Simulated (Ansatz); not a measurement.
# Relaxing MgO

Computed with DFT r2SCAN, scalar-relativistic, plane waves, PAW (Ansatz 0.2.0). Cutoff 500 eV, Γ-centred k mesh, Gaussian smearing, no spin polarisation in the final step.

A relaxed cell is given with its space group left out.

```
Mg O
1.0
     3.28882    0.00000    0.00000
    -1.64441    2.84820    0.00000
     0.00000    0.00000    5.03227
Mg O
2 2
Direct
  0.33333 0.66667 0.00485
  0.66667 0.33333 0.50485
  0.33333 0.66667 0.39975
  0.66667 0.33333 0.89975
```

Energies over the elements count from the elements' standard structures at the same level (O₂ as a molecule), with no empirical corrections.

Q: What space group does it have?

A: P6_3mc (No. 186). Conventional cell: a = 3.289 Å, c = 5.032 Å. Mg is coordinated by 4 O at 1.97–1.99 Å; around O lie 4 Mg at 1.97–1.99 Å.

Q: What is its formation energy per atom?

A: -2.860 eV/atom.

Q: Is it a metal?

A: No, the gap on the 12×12×6 mesh is 4.22 eV.

The final run used a 12×12×6 mesh on its 4-atom cell and 0.02 eV smearing.

This wurtzite form isn't the usual stable structure of the compound.

Cost: 2 runs of about 2.6 core-minutes in all, on Arm Neoverse N1 (shared hosts).